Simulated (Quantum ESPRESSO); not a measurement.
# HgTe (Fm-3m) in Quantum ESPRESSO: convergence with density cutoff

Aim: find how far density cutoff must go before the results for HgTe settle, at LDA. This setting moves, with any that are tied to it; all else stays.

Program: Quantum ESPRESSO 7.5. These are calculated values, not measurements. Logs are shortened: lines on timing, memory, paths and dates and some standing lists are left out, and cuts for length are marked.

### 1 The crystal as given

It takes space group Fm-3m (No. 225, cubic). The conventional cell has a = 6.360 Å, b = 6.360 Å, c = 6.360 Å, α = 90.00°, β = 90.00°, γ = 90.00°. Around Hg (site symmetry m-3m) lie 6 Te at 3.18 Å. Te (site symmetry m-3m) is surrounded by 6 Hg at 3.18 Å.

Measurements of this composition are mostly on another form, of space group No. 216.

### 2 With density cutoff 180 Ry

Contents of pw.in:

```
&CONTROL
  calculation = 'scf'
  prefix = 'pwscf'
  outdir = './tmp'
  pseudo_dir = './pseudo'
  tprnfor = .true.
  tstress = .true.
  disk_io = 'nowf'
/
&SYSTEM
  ibrav = 0
  nat = 2
  ntyp = 2
  ecutwfc = 45
  ecutrho = 180
  nbnd = 15
  occupations = 'smearing'
  smearing = 'fd'
  degauss = 0.00999582
/
&ELECTRONS
  conv_thr = 4d-10
  electron_maxstep = 120
  mixing_beta = 0.5
/
ATOMIC_SPECIES
Hg   200.5920 hg_lda_v1.uspp.F.UPF
Te   127.6000 te_lda_v1.uspp.F.UPF
CELL_PARAMETERS angstrom
   0.0000000000    3.1800000000    3.1800000000
   3.1800000000    0.0000000000    3.1800000000
   3.1800000000    3.1800000000    0.0000000000
ATOMIC_POSITIONS crystal
Hg     0.0000000000    0.0000000000    0.0000000000
Te     0.5000000000    0.5000000000    0.5000000000
K_POINTS automatic
7 7 7 0 0 0
```

Potentials or basis: GBRV 1.5 LDA.

The run is started by

```bash
> OMP_NUM_THREADS=1 pw.x -in pw.in > pw.out
```

Wall time 12 s (1 thread of Arm Neoverse V2, shared host); peak memory 0.12 GiB.

What came out:

```yaml
Free_energy: -1823.7502 eV
Pressure: -7.7 GPa
Band_gap_on_the_k_mesh: none (metal or under the smearing width)
```

### 3 With density cutoff 225 Ry

Edit pw.in of step 2 so:

```diff
@@ -14,3 +14,3 @@
   ecutwfc = 45
-  ecutrho = 180
+  ecutrho = 225
   nbnd = 15
```

Potentials or basis: GBRV 1.5 LDA.

The run is started by

```bash
> OMP_NUM_THREADS=1 pw.x -in pw.in > pw.out
```

Run time: 13 s. Hardware: 1 thread of Arm Neoverse V2, shared host; peak memory 0.12 GiB.

What came out:

```yaml
Free_energy: -1823.7504 eV
Pressure: -7.7 GPa
Band_gap_on_the_k_mesh: none (metal or under the smearing width)
```

### 4 With density cutoff 270 Ry

Edit pw.in of step 3 so:

```diff
@@ -14,3 +14,3 @@
   ecutwfc = 45
-  ecutrho = 225
+  ecutrho = 270
   nbnd = 15
```

The run is started by

```bash
> OMP_NUM_THREADS=1 pw.x -in pw.in > pw.out
```

It took 14 s on 1 thread of Arm Neoverse V2, shared host; peak memory 0.15 GiB.

What came out:

* Free energy: -1823.7504 eV
* Pressure: -7.7 GPa
* Band gap on the k mesh: none (metal or under the smearing width)

### 5 With density cutoff 315 Ry

Edit pw.in of step 4 so:

```diff
@@ -14,3 +14,3 @@
   ecutwfc = 45
-  ecutrho = 270
+  ecutrho = 315
   nbnd = 15
```

The run is started by

```bash
> OMP_NUM_THREADS=1 pw.x -in pw.in > pw.out
```

It took 15 s on 1 thread of Arm Neoverse V2, shared host; peak memory 0.18 GiB.

Results:

* Free energy: -1823.7503 eV
* Pressure: -7.7 GPa
* Band gap on the k mesh: none (metal or under the smearing width)

### 6 With density cutoff 360 Ry

Edit pw.in of step 5 so:

```diff
@@ -14,3 +14,3 @@
   ecutwfc = 45
-  ecutrho = 315
+  ecutrho = 360
   nbnd = 15
```

Potentials or basis: GBRV 1.5 LDA.

The run is started by

```bash
> OMP_NUM_THREADS=1 pw.x -in pw.in > pw.out
```

Wall time 16 s (1 thread of Arm Neoverse V2, shared host); peak memory 0.21 GiB.

The run converged. Its results:

* Free energy: -1823.7503 eV
* Pressure: -7.7 GPa
* Band gap on the k mesh: none (metal or under the smearing width)

### 7 With density cutoff 450 Ry

Edit pw.in of step 6 so:

```diff
@@ -14,3 +14,3 @@
   ecutwfc = 45
-  ecutrho = 360
+  ecutrho = 450
   nbnd = 15
```

The run is started by

```bash
> OMP_NUM_THREADS=1 pw.x -in pw.in > pw.out
```

Run time: 19 s. Hardware: 1 thread of Arm Neoverse V2, shared host; peak memory 0.28 GiB.

It converged, with:

- Free energy: -1823.7504 eV
- Pressure: -7.7 GPa
- Band gap on the k mesh: none (metal or under the smearing width)

### 8 With density cutoff 540 Ry

Edit pw.in of step 7 so:

```diff
@@ -14,3 +14,3 @@
   ecutwfc = 45
-  ecutrho = 450
+  ecutrho = 540
   nbnd = 15
```

The run is started by

```bash
> OMP_NUM_THREADS=1 pw.x -in pw.in > pw.out
```

It took 21 s on 1 thread of Arm Neoverse V2, shared host; peak memory 0.36 GiB.

Results (log left out):

| Quantity | Value |
| --- | --- |
| Free energy | -1823.7503 eV |
| Pressure | -7.7 GPa |
| Band gap on the k mesh | none (metal or under the smearing width) |

### 9 With density cutoff 720 Ry

Edit pw.in of step 8 so:

```diff
@@ -14,3 +14,3 @@
   ecutwfc = 45
-  ecutrho = 540
+  ecutrho = 720
   nbnd = 15
```

Potentials or basis: GBRV 1.5 LDA.

The run is started by

```bash
> OMP_NUM_THREADS=1 pw.x -in pw.in > pw.out
```

pw.out:

```text
This program is part of the open-source Quantum ESPRESSO suite
     for quantum simulation of materials; please cite
[... 6 lines left out ...]
     using ibrav=0 with symmetry is DISCOURAGED, use correct ibrav instead

     G-vector sticks info
     --------------------
     sticks:   dense  smooth     PW     G-vecs:    dense   smooth      PW
     Sum        3571     889    265               141359    17573    2891

     Using Slab Decomposition

     bravais-lattice index     =            0
     lattice parameter (alat)  =       8.4985  a.u.
     unit-cell volume          =     434.0182 (a.u.)^3
     number of atoms/cell      =            2
     number of atomic types    =            2
     number of electrons       =        18.00
     number of Kohn-Sham states=           15
     kinetic-energy cutoff     =      45.0000  Ry
     charge density cutoff     =     720.0000  Ry
     scf convergence threshold =      4.0E-10
     mixing beta               =       0.5000
     number of iterations used =            8  plain     mixing
     Exchange-correlation= SLA  PZ   NOGX NOGC
                           (   1   1   0   0   0   0   0)

     celldm(1)=   8.498475  celldm(2)=   0.000000  celldm(3)=   0.000000
     celldm(4)=   0.000000  celldm(5)=   0.000000  celldm(6)=   0.000000

     crystal axes: (cart. coord. in units of alat)
               a(1) = (   0.000000   0.707107   0.707107 )
               a(2) = (   0.707107   0.000000   0.707107 )
               a(3) = (   0.707107   0.707107   0.000000 )

     reciprocal axes: (cart. coord. in units 2 pi/alat)
               b(1) = ( -0.707107  0.707107  0.707107 )
               b(2) = (  0.707107 -0.707107  0.707107 )
               b(3) = (  0.707107  0.707107 -0.707107 )

     PseudoPot. # 1 for Hg read from file:
     hg_lda_v1.uspp.F.UPF
     Pseudo is Ultrasoft + core correction, Zval = 12.0
     Generated by new atomic code, or converted to UPF format
     Using radial grid of  985 points,  6 beta functions with:
                l(1) =   0
                l(2) =   0
                l(3) =   1
                l(4) =   1
                l(5) =   2
                l(6) =   2
     Q(r) pseudized with  8 coefficients,  rinner =    2.000   2.000   2.000
                                                       2.000   2.000

     PseudoPot. # 2 for Te read from file:
     te_lda_v1.uspp.F.UPF
     Pseudo is Ultrasoft + core correction, Zval =  6.0
     Generated by new atomic code, or converted to UPF format
     Using radial grid of  891 points,  5 beta functions with:
                l(1) =   0
                l(2) =   0
                l(3) =   1
                l(4) =   1
                l(5) =   2
     Q(r) pseudized with  6 coefficients,  rinner =    1.800   1.800   1.800
                                                       1.800   1.800

     atomic species   valence    mass     pseudopotential
     Hg               12.00   200.59200     Hg( 1.00)
     Te                6.00   127.60000     Te( 1.00)

     48 Sym. Ops., with inversion, found

   Cartesian axes

     site n.     atom                  positions (alat units)
         1        Hg     tau(   1) = (   0.0000000   0.0000000   0.0000000  )
         2        Te     tau(   2) = (   0.7071068   0.7071068   0.7071068  )

     number of k points=    20  Fermi-Dirac smearing, width (Ry)=  0.0100
                       cart. coord. in units 2pi/alat
        k(    1) = (   0.0000000   0.0000000   0.0000000), wk =   0.0058309
        k(    2) = (   0.1010153   0.1010153  -0.1010153), wk =   0.0466472
        k(    3) = (   0.2020305   0.2020305  -0.2020305), wk =   0.0466472
        k(    4) = (   0.3030458   0.3030458  -0.3030458), wk =   0.0466472
        k(    5) = (   0.2020305  -0.0000000   0.0000000), wk =   0.0349854
        k(    6) = (   0.3030458   0.1010153  -0.1010153), wk =   0.1399417
[... 12 lines left out ...]
        k(   19) = (  -0.1010153  -0.5050763   0.7071068), wk =   0.1399417
        k(   20) = (   0.0000000  -0.4040610   0.6060915), wk =   0.1399417

     Dense  grid:   141359 G-vectors     FFT dimensions: (  75,  75,  75)

     Smooth grid:    17573 G-vectors     FFT dimensions: (  40,  40,  40)

     Initial potential from superposition of free atoms

     starting charge      17.9998, renormalised to      18.0000
     Starting wfcs are   13 randomized atomic wfcs +    2 random wfcs

     Self-consistent Calculation

     iteration #  1     ecut=    45.00 Ry     beta= 0.50
     Davidson diagonalization with overlap
     ethr =  1.00E-02,  avg # of iterations =  5.0

     Threshold (ethr) on eigenvalues was too large:
     Diagonalizing with lowered threshold

     Davidson diagonalization with overlap
     ethr =  2.52E-04,  avg # of iterations =  3.3

     total energy              =    -134.02897405 Ry
     estimated scf accuracy    <       0.04336971 Ry
[... 50 lines left out ...]
     iteration #  9     ecut=    45.00 Ry     beta= 0.50
     Davidson diagonalization with overlap
     ethr =  2.48E-11,  avg # of iterations =  2.0

     End of self-consistent calculation

          k = 0.0000 0.0000 0.0000 (  2229 PWs)   bands (ev):

    -5.3940  -0.2803  -0.2803  -0.2220  -0.2220  -0.2220   4.3796   5.3920
     5.3920   5.3920  13.4863  13.4863  13.4863  13.5485  13.5485

          k = 0.1010 0.1010-0.1010 (  2193 PWs)   bands (ev):
[... 11 lines left out ...]
    -4.5822  -0.5037  -0.5037  -0.4618  -0.1042  -0.1042   1.0449   6.0803
     6.0803   8.4181   9.1577  10.0952  10.0952  15.3957  16.3124

          k = 0.2020-0.0000 0.0000 (  2193 PWs)   bands (ev):

    -5.2239  -0.3829  -0.2669  -0.2401  -0.1993  -0.1993   3.2216   5.1629
     5.1629   7.0890  10.9193  12.4302  12.8154  12.8154  15.2192

          k = 0.3030 0.1010-0.1010 (  2203 PWs)   bands (ev):
[... 21 lines left out ...]
    -5.0649  -0.4108  -0.3633  -0.2455  -0.1849  -0.1578   2.4437   4.8981
     5.9546   7.5815  10.4467  11.1510  11.8845  13.9462  14.6230

          k = 0.4041-0.0000 0.0000 (  2213 PWs)   bands (ev):

    -4.8662  -0.3982  -0.2808  -0.2367  -0.1320  -0.1320   2.5345   4.6282
     4.6282   6.1021  11.4680  11.6060  13.2347  13.2347  17.1343

          k = 0.5051 0.1010-0.1010 (  2199 PWs)   bands (ev):
[... 6 lines left out ...]
    -4.5301  -0.3862  -0.3180  -0.1866  -0.0765   0.0082   1.5107   3.5474
     5.0061   6.3284  11.0414  12.0057  12.9619  14.0404  16.5185

          k = 0.0000-0.4041 0.4041 (  2209 PWs)   bands (ev):

    -4.5580  -0.4656  -0.4187  -0.2207  -0.1082  -0.0498   1.5293   3.6489
     5.6846   7.3211  10.3180  10.9632  12.3884  15.2263  15.6136

          k = 0.6061-0.0000 0.0000 (  2220 PWs)   bands (ev):

    -4.6418  -0.3134  -0.2123  -0.0584  -0.0584   0.1247   2.3972   3.7362
     4.1889   4.1889  10.9970  14.1541  14.1978  14.1978  18.1991

          k =-0.0000-0.6061 0.6061 (  2219 PWs)   bands (ev):

    -4.5813  -0.3065  -0.2640  -0.0818  -0.0534   0.2493   2.4378   2.6037
     4.3519   5.0553  11.1915  13.6136  13.9286  14.1461  17.5206

          k = 0.4041 0.2020 0.0000 (  2203 PWs)   bands (ev):

    -4.7471  -0.4301  -0.3688  -0.2654  -0.1280  -0.0956   1.8933   4.3111
     5.4044   7.0178  10.5428  11.7101  11.7639  13.9650  16.6396

          k =-0.2020-0.4041 0.6061 (  2221 PWs)   bands (ev):
[... 6 lines left out ...]
    -4.5722  -0.3306  -0.2845  -0.1456  -0.0581   0.1129   1.9978   3.4263
     3.8474   6.1395  11.5325  11.7977  13.5977  14.7428  16.9818

          k = 0.0000-0.4041 0.6061 (  2221 PWs)   bands (ev):

    -4.5164  -0.4150  -0.2593  -0.1919  -0.0576   0.1332   1.8430   3.1439
     3.9736   7.1205  10.6072  12.2945  12.8589  15.0188  16.0657

     the Fermi energy is     5.9606 ev

!    total energy              =    -134.04317807 Ry
     estimated scf accuracy    <          1.1E-10 Ry
     smearing contrib. (-TS)   =      -0.00558990 Ry
     internal energy E=F+TS    =    -134.03758817 Ry

     The total energy is F=E-TS. E is the sum of the following terms:
     one-electron contribution =     -24.72806172 Ry
     hartree contribution      =      25.29685890 Ry
     xc contribution           =     -52.88372578 Ry
     ewald contribution        =     -81.72265958 Ry

     convergence has been achieved in   9 iterations

     Forces acting on atoms (cartesian axes, Ry/au):

     atom    1 type  1   force =     0.00000000    0.00000000    0.00000000
     atom    2 type  2   force =    -0.00000000    0.00000000   -0.00000000

     Total force =     0.000000     Total SCF correction =     0.000000

     Computing stress (Cartesian axis) and pressure

          total   stress  (Ry/bohr**3)                   (kbar)     P=      -76.95
  -0.00052308  -0.00000000   0.00000000          -76.95       -0.00        0.00
  -0.00000000  -0.00052308   0.00000000           -0.00      -76.95        0.00
   0.00000000   0.00000000  -0.00052308            0.00        0.00      -76.95

=------------------------------------------------------------------------------=
   JOB DONE.
=------------------------------------------------------------------------------=
```

Wall time 27 s (1 thread of Arm Neoverse V2, shared host); peak memory 0.54 GiB.

What came out:

```yaml
Free_energy: -1823.7503 eV
Pressure: -7.7 GPa
Band_gap_on_the_k_mesh: none (metal or under the smearing width)
```

### 10 Summary

```
density cutoff  energy less the tightest run, at zero smearing (meV/atom)  SCF cycles  CPU time (s)  peak memory (GiB)
        180 Ry                                                       0.07           9            12               0.12
        225 Ry                                                      -0.04           9            13               0.12
        270 Ry                                                      -0.04           9            14               0.15
        315 Ry                                                       0.00           9            15               0.18
        360 Ry                                                       0.01           9            16               0.21
        450 Ry                                                      -0.01           9            19               0.28
        540 Ry                                                       0.00           9            21               0.36
        720 Ry                                                       0.00           9            27               0.54
```

Against the tightest run, the energy stays within 1 meV/atom from 180 Ry on. The tightest run that finished is the yardstick and may itself not be fully converged.
